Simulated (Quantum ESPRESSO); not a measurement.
A run of Quantum ESPRESSO 7.5 is set up as follows.

Contents of pw.in:

```
&CONTROL
  calculation = 'scf'
  prefix = 'pwscf'
  outdir = './tmp'
  pseudo_dir = './pseudo'
  tprnfor = .true.
  tstress = .true.
  disk_io = 'low'
/
&SYSTEM
  ibrav = 0
  celldm(1) = 8
  nat = 6
  ntyp = 2
  ecutwfc = 45
  ecutrho = 360
  nbnd = 36
  occupations = 'smearing'
  smearing = 'fd'
  degauss = 0.00367493
/
&ELECTRONS
  conv_thr = 1.2d-09
  electron_maxstep = 120
  mixing_beta = 0.5
/
ATOMIC_SPECIES
Te   127.6000 te_pbesol_v1.uspp.F.UPF
Mo    95.9500 mo_pbesol_v1.uspp.F.UPF
CELL_PARAMETERS alat
  0.8310543064573   0.0000000000000   0.0000000000000
 -0.4155271532286   0.7197141413178   0.0000000000000
  0.0000000000000   0.0000000000000   3.3007846218838
ATOMIC_POSITIONS crystal
Te     0.6666666667    0.3333333333    0.3790000000
Te     0.3333333333    0.6666666667    0.8790000000
Te     0.6666666667    0.3333333333    0.1210000000
Te     0.3333333333    0.6666666667    0.6210000000
Mo     0.6666666667    0.3333333333    0.7500000000
Mo     0.3333333333    0.6666666667    0.2500000000
K_POINTS automatic
9 9 2 0 0 0
```

File bands.in:

```
&CONTROL
  calculation = 'bands'
  prefix = 'pwscf'
  outdir = './tmp'
  pseudo_dir = './pseudo'
  disk_io = 'low'
  verbosity = 'high'
/
&SYSTEM
  ibrav = 0
  celldm(1) = 8
  nat = 6
  ntyp = 2
  ecutwfc = 45
  ecutrho = 360
  nbnd = 36
  occupations = 'smearing'
  smearing = 'fd'
  degauss = 0.00367493
/
&ELECTRONS
  conv_thr = 1d-08
  electron_maxstep = 120
  mixing_beta = 0.5
  diago_full_acc = .true.
  startingwfc = 'random'
/
ATOMIC_SPECIES
Te   127.6000 te_pbesol_v1.uspp.F.UPF
Mo    95.9500 mo_pbesol_v1.uspp.F.UPF
CELL_PARAMETERS alat
  0.8310543064573   0.0000000000000   0.0000000000000
 -0.4155271532286   0.7197141413178   0.0000000000000
  0.0000000000000   0.0000000000000   3.3007846218838
ATOMIC_POSITIONS crystal
Te     0.6666666667    0.3333333333    0.3790000000
Te     0.3333333333    0.6666666667    0.8790000000
Te     0.6666666667    0.3333333333    0.1210000000
Te     0.3333333333    0.6666666667    0.6210000000
Mo     0.6666666667    0.3333333333    0.7500000000
Mo     0.3333333333    0.6666666667    0.2500000000
K_POINTS crystal
60
 0.0000000000  0.0000000000  0.0000000000 1
 0.0555555556  0.0000000000  0.0000000000 1
 0.1111111111  0.0000000000  0.0000000000 1
 0.1666666667  0.0000000000  0.0000000000 1
 0.2222222222  0.0000000000  0.0000000000 1
 0.2777777778  0.0000000000  0.0000000000 1
 0.3333333333  0.0000000000  0.0000000000 1
 0.3888888889  0.0000000000  0.0000000000 1
 0.4444444444  0.0000000000  0.0000000000 1
 0.5000000000  0.0000000000  0.0000000000 1
 0.4666666667  0.0666666667  0.0000000000 1
 0.4333333333  0.1333333333  0.0000000000 1
 0.4000000000  0.2000000000  0.0000000000 1
 0.3666666667  0.2666666667  0.0000000000 1
 0.3333333333  0.3333333333  0.0000000000 1
 0.3030303030  0.3030303030  0.0000000000 1
 0.2727272727  0.2727272727  0.0000000000 1
 0.2424242424  0.2424242424  0.0000000000 1
 0.2121212121  0.2121212121  0.0000000000 1
 0.1818181818  0.1818181818  0.0000000000 1
 0.1515151515  0.1515151515  0.0000000000 1
 0.1212121212  0.1212121212  0.0000000000 1
 0.0909090909  0.0909090909  0.0000000000 1
 0.0606060606  0.0606060606  0.0000000000 1
 0.0303030303  0.0303030303  0.0000000000 1
 0.0000000000  0.0000000000  0.0000000000 1
 0.0000000000  0.0000000000  0.5000000000 1
 0.0500000000  0.0000000000  0.5000000000 1
 0.1000000000  0.0000000000  0.5000000000 1
 0.1500000000  0.0000000000  0.5000000000 1
 0.2000000000  0.0000000000  0.5000000000 1
 0.2500000000  0.0000000000  0.5000000000 1
 0.3000000000  0.0000000000  0.5000000000 1
 0.3500000000  0.0000000000  0.5000000000 1
 0.4000000000  0.0000000000  0.5000000000 1
 0.4500000000  0.0000000000  0.5000000000 1
 0.5000000000  0.0000000000  0.5000000000 1
 0.4666666667  0.0666666667  0.5000000000 1
 0.4333333333  0.1333333333  0.5000000000 1
 0.4000000000  0.2000000000  0.5000000000 1
 0.3666666667  0.2666666667  0.5000000000 1
 0.3333333333  0.3333333333  0.5000000000 1
 0.3076923077  0.3076923077  0.5000000000 1
 0.2820512821  0.2820512821  0.5000000000 1
 0.2564102564  0.2564102564  0.5000000000 1
 0.2307692308  0.2307692308  0.5000000000 1
 0.2051282051  0.2051282051  0.5000000000 1
 0.1794871795  0.1794871795  0.5000000000 1
 0.1538461538  0.1538461538  0.5000000000 1
 0.1282051282  0.1282051282  0.5000000000 1
 0.1025641026  0.1025641026  0.5000000000 1
 0.0769230769  0.0769230769  0.5000000000 1
 0.0512820513  0.0512820513  0.5000000000 1
 0.0256410256  0.0256410256  0.5000000000 1
 0.0000000000  0.0000000000  0.5000000000 1
 0.5000000000  0.0000000000  0.5000000000 1
 0.5000000000  0.0000000000  0.0000000000 1
 0.3333333333  0.3333333333  0.0000000000 1
 0.3333333333  0.3333333333  0.2500000000 1
 0.3333333333  0.3333333333  0.5000000000 1
```

Potentials or basis: GBRV 1.5 PBEsol.

Launch:

```console
$ OMP_NUM_THREADS=1 mpirun -n 2 pw.x -nk 2 -in pw.in > pw.out
$ OMP_NUM_THREADS=1 mpirun -n 2 pw.x -nk 2 -in bands.in > bands.out
```

(1) Estimate the pressure.

(2) Estimate the band gap along the path.

(3) Estimate the band gap on the k mesh.

(4) What does it give for the largest force?

## Answers

(1) -0.3 GPa.

(2) 0.65 eV, indirect (least direct gap 1.03 eV).

(3) 0.70 eV, indirect (least direct gap 1.03 eV).

(4) 0.040 eV/Å.

Caveat: spin-orbit coupling is left out, which moves the levels of the heavy elements; this functional lacks dispersion, which binds the layers, so the pressure and a relaxed spacing across them are unreliable.

**Measured values to compare with.**

“Broadband infrared study of pressure-tunable Fano resonance and metallization transition in 2H-MoTe2”, 2022, pmc:9569381 quotes, for a bulk crystal of Te2Mo at 300 K: band gap 0.88 ± 0.05 eV (indirect).

A measured gap of Te2Mo is 0.88 eV (indirect; 300 K; quoted in “Broadband infrared study of pressure-tunable Fano resonance and metallization transition in 2H-MoTe2”, 2022, pmc:9569381); the calculated 0.65 eV misses it by -0.23 eV. Spin-orbit coupling on Mo, Te is left out. The value is that of PBEsol, without temperature or zero-point motion. Semilocal functionals fall short of measured gaps as a rule.
